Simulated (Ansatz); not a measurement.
Mn under compression and expansion

```cif
data_structure
_symmetry_space_group_name_H-M 'Im-3m'
_symmetry_Int_Tables_number 229
_cell_length_a 2.7964
_cell_length_b 2.7964
_cell_length_c 2.7964
_cell_angle_alpha 90.000
_cell_angle_beta 90.000
_cell_angle_gamma 90.000
_cell_volume 21.87
loop_
_atom_site_label
_atom_site_type_symbol
_atom_site_symmetry_multiplicity
_atom_site_Wyckoff_symbol
_atom_site_fract_x
_atom_site_fract_y
_atom_site_fract_z
_atom_site_occupancy
Mn1 Mn 2 a 0.00000 0.00000 0.00000 1
```

The runs use the primitive cell with vectors (-1.398, 1.398, 1.398), (1.398, -1.398, 1.398), (1.398, 1.398, -1.398) Å, to which the k mesh refers.

It takes space group Im-3m (No. 229, cubic). Conventional cell: a = 2.796 Å, b = 2.796 Å, c = 2.796 Å, α = 90.00°, β = 90.00°, γ = 90.00°. Around Mn (site symmetry m-3m) lie 8 Mn at 2.42 Å.

The structure comes from a relaxation in the same program, started in the bcc type, and has space group Im-3m. Whether it is a known phase or the ground state wasn't checked.

Other magnetic orders may lie lower; this is the state that the run reached.

Levels of theory: DFT, PBE, all-electron LAPW, scalar-relativistic (Ansatz 0.2.0); DFT, PBE, PAW with Ansatz's default frozen-core files, scalar-relativistic (Ansatz 0.2.0).

For LAPW: a Γ-centred 20×20×20 k mesh, Fermi–Dirac smearing of 0.03 eV, basis error target 0.5 meV/atom, spin-polarised from start moments Mn 4 μB. PAW takes a cutoff of 420 eV at this cell. The Ansatz runs share mesh, smearing and spin set-up. Plane-wave (PAW) pressures include the program's estimate of the Pulay term.

The cell above is scaled evenly, with fractional coordinates and shape held.

```tsv
V/V(cell)	V (Å³/atom)	P, LAPW (GPa)	P, PAW (GPa)	moment, LAPW (μB)	free energy over the lowest listed, PAW (meV/atom)
0.9500	10.387	11.87	11.91	0.39	21.9
0.9750	10.660	6.65	6.67	0.80	5.6
1.0000	10.934	0.04	0.04	0.86	0.0
1.0250	11.207	-5.71	-5.72	0.91	5.0
1.0500	11.480	?	?	?	?
```

Fill in the row V/V(cell) = 1.0500.

P, LAPW (GPa) = -10.74, P, PAW (GPa) = -10.74, moment, LAPW (μB) = 0.96, free energy over the lowest listed, PAW (meV/atom) = 19.1.

The moment jumps between volumes, so a single smooth equation of state doesn't describe these points.
